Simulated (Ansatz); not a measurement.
**Zn3Se2: from a trial structure to a relaxed crystal**

The calculation used DFT PBE, scalar-relativistic, plane waves, PAW (Ansatz). Cutoff 420 eV, Γ-centred k mesh, Gaussian smearing, no spin polarisation in the final step.

The start puts Zn3Se2 on the anti-A-type sesquioxide structure type (P-3m1, No. 164), with Se in place of La, Zn in place of O, at a guessed volume.

```
Zn Se
1.0
     4.09278    0.00000    0.00000
    -2.04639    3.54445    0.00000
     0.00000    0.00000    6.36770
Zn Se
3 2
Cartesian
  0.0000 0.0000 0.0000
  0.0000 2.3630 4.1072
  2.0464 1.1815 2.2605
  0.0000 2.3630 1.5601
  2.0464 1.1815 4.8076
```

Cell and atoms relax at zero pressure; the relaxation can't lower the symmetry of the start. After a coarse first stage the cell is made exact in the group found at 0.06 Å.

The zero of energy is the elements' standard structures at the same level; no fitted shifts are applied.

Q: Which crystal results?

A: It keeps P-3m1 (No. 164), but not the shape of the type it started on. Conventional cell: a = 4.063 Å, c = 10.017 Å. Zn on Wyckoff site a (1 atom of the primitive cell) is coordinated by 6 Se at 4.04 Å and 6 Zn at 4.06 Å; Zn on Wyckoff site d (2 atoms of the primitive cell) is coordinated by 3 Se at 2.47 Å, 1 Se at 2.66 Å and 3 Zn at 3.01 Å; Se is coordinated by 3 Zn at 2.47 Å and 1 Zn at 2.66 Å.

```
Zn Se
1.0
     4.06339    0.00000    0.00000
    -2.03169    3.51900    0.00000
     0.00000    0.00000   10.01674
Zn Se
3 2
Direct
  0.00000 0.00000 0.00000
  0.33333 0.66667 0.59444
  0.66667 0.33333 0.40556
  0.33333 0.66667 0.32859
  0.66667 0.33333 0.67141
```

Q: What are its volume, energy, density and gap?

A: The volume per atom is 28.6 Å³. The density is 4.1 g/cm³. The energy over the elements is -0.291 eV/atom and the gap on the 12×12×4 mesh is 1.06 eV.

The final run used a 12×12×4 mesh on its 5-atom cell and 0.02 eV smearing. Weakly bound directions are ill-defined at this level, which has no dispersion term. A structure relaxed within its symmetry needn't be a true minimum.

Cost: 3 runs of about 3.5 core-minutes in all, on Intel Xeon Platinum 8375C (Ice Lake) (shared hosts).